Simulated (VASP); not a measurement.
Si in VASP 6.6.1, single-point calculation

INCAR

```
NSW = 0
ISIF = 2
NBANDS = 16
SIGMA = 0.02
ISMEAR = -1
LASPH = .TRUE.
LREAL = .FALSE.
PREC = Accurate
NELMDL = 0
GGA = PE
EDIFF = 1E-7
ENCUT = 520
LWAVE = .FALSE.
NELM = 120
LCHARG = .FALSE.
IBRION = -1
```

KPOINTS

```
KPOINTS created by Atomic Simulation Environment
0
Gamma
12 12 4
0 0 0
```

POSCAR

```
Si
 1.0000000000000000
     3.8321295589639761    0.0000000000000000    0.0000000000000000
    -1.9160647794819881    3.3187215486560602    0.0000000000000000
     0.0000000000000000    0.0000000000000000    6.3412168604500563
 Si
   4
Cartesian
  0.0000000000000001  2.2124810324373736  0.0035570476877611
  1.9160647794819881  1.1062405162186868  3.1741654779127892
  0.0000000000000001  2.2124810324373736  2.3743992749810103
  1.9160647794819881  1.1062405162186868  5.5450077052060394
```

The recommended PBE PAW datasets give the neutral cell 16 valence electrons.

Command

```
mpirun -np 1 vasp_std
```

OSZICAR

```
N       E                     dE             d eps       ncg     rms          rms(c)
DAV:   1     0.268410636449E+02    0.26841E+02   -0.59725E+03  1824   0.818E+02
DAV:   2    -0.200913691310E+02   -0.46932E+02   -0.42586E+02  2504   0.122E+02
DAV:   3    -0.219873316094E+02   -0.18960E+01   -0.18814E+01  2472   0.228E+01
DAV:   4    -0.220097385529E+02   -0.22407E-01   -0.22401E-01  2248   0.319E+00
DAV:   5    -0.220101269767E+02   -0.38842E-03   -0.38840E-03  2544   0.399E-01    0.684E+00
DAV:   6    -0.217633439289E+02    0.24678E+00   -0.99311E-02  2112   0.149E+00    0.417E+00
DAV:   7    -0.216496190415E+02    0.11372E+00   -0.21049E-01  2216   0.227E+00    0.242E-01
DAV:   8    -0.216519019390E+02   -0.22829E-02   -0.14973E-02  2232   0.615E-01    0.107E-01
DAV:   9    -0.216523953404E+02   -0.49340E-03   -0.63812E-04  2384   0.146E-01    0.824E-02
DAV:  10    -0.216525179097E+02   -0.12257E-03   -0.13407E-04  2144   0.580E-02    0.120E-02
DAV:  11    -0.216525205614E+02   -0.26517E-05   -0.51572E-06  2400   0.125E-02    0.844E-03
DAV:  12    -0.216525223147E+02   -0.17532E-05   -0.19328E-06  2184   0.747E-03    0.120E-03
DAV:  13    -0.216525221666E+02    0.14809E-06   -0.15928E-07  2328   0.205E-03    0.703E-04
DAV:  14    -0.216525221739E+02   -0.73151E-08   -0.14106E-08  1392   0.746E-04
   1 F= -.21652522E+02 E0= -.21652522E+02  d E =-.941643E-07
```

From OUTCAR

```
k-points           NKPTS =     57   k-points in BZ     NKDIM =     57   number of bands    NBANDS=     16

   NELECT =      16.0000    total number of electrons

   dimension x,y,z NGX =    30 NGY =   30 NGZ =   48
   dimension x,y,z NGXF=    60 NGYF=   60 NGZF=   96

  energy-cutoff  :      520.00
  volume of cell :       80.65
      direct lattice vectors                 reciprocal lattice vectors
     3.832129559  0.000000000  0.000000000     0.260951511  0.150660425  0.000000000
    -1.916064779  3.318721549  0.000000000     0.000000000  0.301320851  0.000000000
     0.000000000  0.000000000  6.341216860     0.000000000  0.000000000  0.157698439

 k-points in reciprocal lattice and weights: KPOINTS created by Atomic Simulation Env
   0.00000000  0.00000000  0.00000000       0.002
   0.08333333  0.00000000  0.00000000       0.010
   0.16666667  0.00000000  0.00000000       0.010
   0.25000000  0.00000000  0.00000000       0.010
   0.33333333  0.00000000  0.00000000       0.010
   0.41666667  0.00000000  0.00000000       0.010
   0.50000000  0.00000000  0.00000000       0.005
   0.08333333  0.08333333  0.00000000       0.010
   ...

 E-fermi :   6.2195

 k-point     1 :       0.0000    0.0000    0.0000
  band No.  band energies     occupation
      1      -6.1688      2.00000
      2      -3.8959      2.00000
      3      -1.1959      2.00000
      4       4.5011      2.00000
      5       4.5011      2.00000
      6       5.6521      2.00000
      7       6.0105      1.99994
      8       6.0105      1.99994
      9       7.0515      0.00000
     10       8.0201      0.00000
     11       8.0201      0.00000
     12       8.3329      0.00000
     13       9.5089      0.00000
     14      10.1790      0.00000
     15      10.1790      0.00000
     16      11.9411      0.00000

 k-point     2 :       0.0833    0.0000    0.0000
  band No.  band energies     occupation
      1      -6.0880      2.00000
      2      -3.8134      2.00000
      3      -1.1527      2.00000
      4       3.8139      2.00000
      5       4.3318      2.00000
      6       5.3874      2.00000
      7       5.5330      2.00000
      8       5.8586      2.00000
      9       7.4829      0.00000
     10       8.1841      0.00000
     11       8.2731      0.00000
     12       8.4096      0.00000
     13       9.7790      0.00000
     14      10.4099      0.00000
     15      10.4897      0.00000
     16      11.4335      0.00000

 k-point     3 :       0.1667    0.0000    0.0000
  band No.  band energies     occupation
      1      -5.8476      2.00000
      2      -3.5675      2.00000
      3      -1.0508      2.00000
      4       2.6312      2.00000
      5       3.9560      2.00000
      6       4.1607      2.00000
      7       5.1764      2.00000
      8       5.5129      2.00000
      9       7.3620      0.00000
     10       8.6381      0.00000
     11       8.8122      0.00000
     12       9.2939      0.00000
     13       9.4621      0.00000
     14      10.6713      0.00000
     15      11.3086      0.00000
     16      11.7100      0.00000

 ...

  Total        0.6250134      0.6250134      0.5285163      0.0000000      0.0000000     -0.0000000
  in kB       12.4169888     12.4169888     10.4999043      0.0000000      0.0000000     -0.0000000
  external PRESSURE =      11.7779606 kB  Pullay stress =       0.0000000 kB

 POSITION                                       TOTAL-FORCE (eV/Angst)
 -----------------------------------------------------------------------------------
      0.00000      2.21248      0.00356         0.000000     -0.000000     -0.003249
      1.91606      1.10624      3.17417        -0.000000      0.000000     -0.003249
      0.00000      2.21248      2.37440         0.000000      0.000000      0.003249
      1.91606      1.10624      5.54501        -0.000000      0.000000      0.003249
 -----------------------------------------------------------------------------------
    total drift:                                0.000000      0.000000      0.000000

  FREE ENERGIE OF THE ION-ELECTRON SYSTEM (eV)
  ---------------------------------------------------
  free  energy   TOTEN  =       -21.6525221739 eV

  energy  without entropy=      -21.6525220797  energy(sigma->0) =      -21.65252213
```

It converged. Results: gap between bands v and c on the k mesh 0.43 eV; least direct gap on the k mesh 1.04 eV; pressure 1.2 GPa. Band v is the last that the valence electrons fill when counted band by band, and c is the next.

For comparison, a separate PBE run of the intended cell, on usual settings and not on those above, gives a gap of 0.43 eV on its mesh and a pressure of 1.2 GPa.

The run above took about 54 s on one core of a shared host (Intel Xeon Platinum 8488C) and held 0.21 GiB at most.
